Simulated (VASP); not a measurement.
Au: single point with PBE

Au:

```
Au
1.0
    -4.17838   -0.03190   -0.00212
     0.00212   -0.02654    4.19587
    -2.05623    4.04169    2.07033
Au
4
Direct
  0.97498 0.01779 0.98677
  0.46961 0.52256 0.97523
  0.20278 0.71185 0.50047
  0.67726 0.19752 0.54870
```

The cell was built by a generator and needn't be a form met in nature.

```yaml
Program: VASP 6.6.1
Task: single point
Functional: PBE
Potentials_or_basis: VASP PAW PBE potentials, release 64 (Au)
Cutoff: 520 eV
k_mesh: 4 × 4 × 4
Occupations: methfessel-paxton, width 0.15 eV
Spin: no spin polarisation
```

The pressure is 5.0 GPa and the largest force is 2.126 eV/Å. The band gap on the k mesh is none (metal or under the smearing width).

Forces on the atoms (eV/Å):
```
Au   0.403  1.263 -0.322
Au  -0.159  1.480 -0.888
Au  -0.023 -0.718  0.602
Au  -0.221 -2.025  0.608
```

Stress tensor (GPa, compression positive):
```
 3.94  0.03  0.36
 0.03  5.50 -2.40
 0.36 -2.40  5.68
```

Levels at points of the mesh, in eV from the Fermi level:
```tsv
k point	band 18	band 19	band 20	band 21	band 22	band 23	band 24	band 25	band 26	band 27
(0.00, 0.00, 0.00)	-1.83	-1.73	-1.68	-1.60	1.71	4.25	4.32	5.58	5.68	5.74
(0.50, 0.00, 0.00)	-2.93	-2.24	-1.92	-1.85	-1.64	2.08	2.60	6.68	6.78	7.06
(0.00, 0.50, 0.00)	-2.83	-2.16	-1.91	-1.80	-1.64	2.05	2.49	6.75	6.87	7.11
(0.50, 0.50, 0.00)	-2.06	-1.85	-1.80	-0.90	-0.62	-0.39	-0.21	2.58	3.16	8.08
(0.00, 0.00, 0.50)	-1.98	-1.77	-1.71	-1.61	-1.55	1.12	1.16	5.15	5.38	10.16
(0.50, 0.00, 0.50)	-2.97	-2.21	-1.96	-1.75	-1.60	1.86	2.27	6.73	6.79	6.96
(0.00, 0.50, 0.50)	-2.84	-2.23	-1.96	-1.84	-1.63	1.99	2.26	6.81	6.90	7.05
(0.50, 0.50, 0.50)	-2.05	-1.91	-1.81	-0.90	-0.63	-0.51	-0.11	2.83	2.92	7.66
```

Run time: 25 s on 1 thread of Intel(R) Xeon(R) 6975P-C (Granite Rapids), with other jobs on the host, peak memory 0.22 GiB.

Caveat: the k mesh is coarse (spacing up to 0.42 Å⁻¹), so the values aren't converged; forces of over 1 eV/Å show positions far from the minimum, so gaps and moduli don't describe the material at rest. Spin-orbit coupling is left out, which matters for the levels of Au.
